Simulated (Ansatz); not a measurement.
## Mo: do energies and stresses tell the same story?

Theory: Ansatz, DFT PBE, scalar-relativistic, plane waves, PAW.

Cutoff 420 eV; k points 18×18×18 on the computed 1-atom cell (Γ-centred); Gaussian smearing, width 0.10 eV; no spin polarisation.

Relaxed cell: Im-3m, a = 3.160 Å, b = 3.160 Å, c = 3.160 Å, α = 90.00°, β = 90.00°, γ = 90.00°, 1 atom in the primitive cell.

Energies at zero smearing and pressures from the stress tensor, at volumes with shape and atoms relaxed:
```csv
V (Å³/atom),E − E(first) (meV/atom),P (GPa)
13.890,0.00,43.75
14.363,-108.63,30.06
14.837,-179.67,18.38
15.310,-218.78,8.45
15.784,-230.75,0.00
16.257,-219.66,-7.20
16.731,-188.97,-13.33
17.362,-122.48,-20.13
```

Question: Check P = −dE/dV between neighbouring volumes, and get the bulk modulus from the pressures alone.

Answer: With 1 eV/Å³ = 160.2 GPa:
```
middle V (Å³/atom)  −ΔE/ΔV (GPa) mean P (GPa)
            14.127        36.756        36.904
            14.600        24.036        24.222
            15.074        13.234        13.418
            15.547         4.050         4.225
            16.021        -3.753        -3.599
            16.494       -10.384       -10.266
            17.047       -16.873       -16.734
```

The two differ by 0.19 GPa at most. The mean of two end pressures misses the average over a step by about ΔV² P″/12, up to 0.18 GPa here; with that taken off 0.06 GPa remains. The stress is the derivative of the free energy, not of the energy at zero smearing, and with free energies 0.00 GPa remains. Around V = 15.784 Å³/atom, the two neighbours give B = −V ΔP/ΔV = 15.784 × 15.65 / 0.947 = 260.8 GPa, against B0 = 259.7 GPa from the Birch–Murnaghan fit of the energies.